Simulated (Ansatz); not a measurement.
Defect: interstitial Al in zinc-blende AlAs, charge state +3. The step: Al moves alone to another site; the atom moves 2.46 Å along (0.24, 0.25, -0.25) of the unit cell; the moving atom starts with neighbours 3 Al at 2.99, 3 Al at 3.00; 3 As at 2.48, As at 2.49 Å and ends with 3 Al at 2.71, Al at 2.72; 3 As at 2.79, 3 As at 2.82 Å. A PBE band in Ansatz (plane-wave PAW, one k-point at (0.250, 0.250, 0.250), 64 host sites, 44 SCF runs with any check of the saddle's order, static, no finite-size correction) gives a forward barrier of 0.99 eV. The program found a first-order saddle point. The charge state is imposed; whether it is stable for some Fermi level was not computed. Sites that were not tried may lie lower.

Single points at the band's start and saddle point can refine it. Rough cost of one point, in units of the band's mean SCF on the same machine:

```json
[
 {"Level": "PBE, a 2×2×2 k-point mesh shifted by half a step", "Cost of one point": "about 4"},
 {"Level": "r2SCAN at 500 eV, one k-point at (0.250, 0.250, 0.250)", "Cost of one point": "about 3"}
]
```

Task: Which of these move the barrier by more than 0.1 eV, and how far does each move it?

Result: PBE, a 2×2×2 k-point mesh shifted by half a step: +0.01 eV; r2SCAN at 500 eV, one k-point at (0.250, 0.250, 0.250): +0.12 eV. Each functional is compared with PBE at the same k-points.

Ansatz is a quantum-chemistry and plane-wave program.
